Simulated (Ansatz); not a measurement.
**HfO2: 179Hf nuclear quadrupole resonance**

Cell: a structure deposited in the COD, ions relaxed with PBE at fixed cell.

Space group P2_1/c (No. 14); a = 5.1180, b = 5.1857, c = 5.2841 Å, β = 99.35°.

```csv
site,Wyckoff,site symmetry,x,y,z
Hf,4e,1,0.2767,0.0419,0.2081
O5,4e,1,0.4466,0.7584,0.4803
O9,4e,1,0.0726,0.3392,0.3389
```

One atom of each set is listed.

Level of theory: DFT, PBE, plane waves and PAW, scalar-relativistic, 420 eV cutoff, Γ-centred 5×5×5 k-points, Fermi–Dirac smearing 0.02 eV (Ansatz 0.2.0).

179Hf: I = 9/2, Q = 3793 mb (year-2017 value). Static lattice, zero field.

(1) At which frequencies do the 179Hf NQR lines lie?

(2) And for Hf-177 (I = 7/2, Q = 3365 mb) on Hf?

## Answers

(1) For I = 9/2 and η = 0 the lines are |C_Q|/24 times 1, 2, 3 and 4; η shifts the lowest up most.

```json
{"site": "Hf", "atoms": "4", "V_zz (10²¹ V/m²)": "12.69", "C_Q (MHz)": "1164", "η": "0.16", "line frequencies (MHz)": "58.0, 94.4, 144.8, 193.6"}
```

(2) C_Q scales with Q to 1032 MHz, with lines at 79.9, 145.6, 220.7 MHz.

At this cell the principal stresses reach 5 GPa in size with PBE, which can matter for small gradients. Without spin–orbit coupling the gradients at and beside Hf can be off by some per cent, at some sites by more.

The relaxation (6 steps) took 2.7 min of wall time (2.7 min of CPU time) and 0.8 GiB at its peak, on 1 thread of Intel Xeon Platinum 8259CL CPU @ 2.50GHz (Skylake/Cascade Lake) (x86_64; 32 cores open to the job, memory cap 3.0 GiB, no GPU), a shared host with a load of 0.6 a core.
